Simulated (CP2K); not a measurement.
The system is CdSe.

```xyz
2
Lattice="4.3420 0.0000 0.0000 2.1710 3.7603 0.0000 2.1710 1.2534 3.5452" Properties=species:S:1:pos:R:3 pbc="T T T"
Cd    0.0000    0.0000    0.0000
Se    2.1710    1.2534    0.8863
```

Measurements of this composition are mostly on another form, of space group No. 186.

Base run:

| Property | Result |
| --- | --- |
| Program | CP2K 2026.2 |
| Functional | LDA |
| Potentials or basis | POTENTIAL_UZH Cd GTH-PBE-q12, Se GTH-PBE-q6; TZVP-MOLOPT-PBE-GTH basis |
| Density cutoff | 9184 eV |
| k mesh | 8 × 8 × 8 |
| Occupations | fermi-dirac, width 0.05 eV |
| Spin | no spin polarisation |

Its results: band gap on the k mesh 0.26 eV, direct; pressure -1.6 GPa.

Task: After a change of settings the same cell gave: band gap on the k mesh 0.96 eV, direct; pressure 0.7 GPa. Which change was it?
A. functional from LDA to PBEsol
B. functional from LDA to PBE
C. functional from LDA to optB88-vdW
D. functional from LDA to TASK

Result: D.

TASK gives the wider gap, since meta-GGAs in the generalised Kohn-Sham scheme recover part of the derivative discontinuity.

Caveats: the potentials were made for another functional, which shifts forces and pressure; the basis of atomic orbitals isn't converged, which shifts pressures, moduli and gaps.
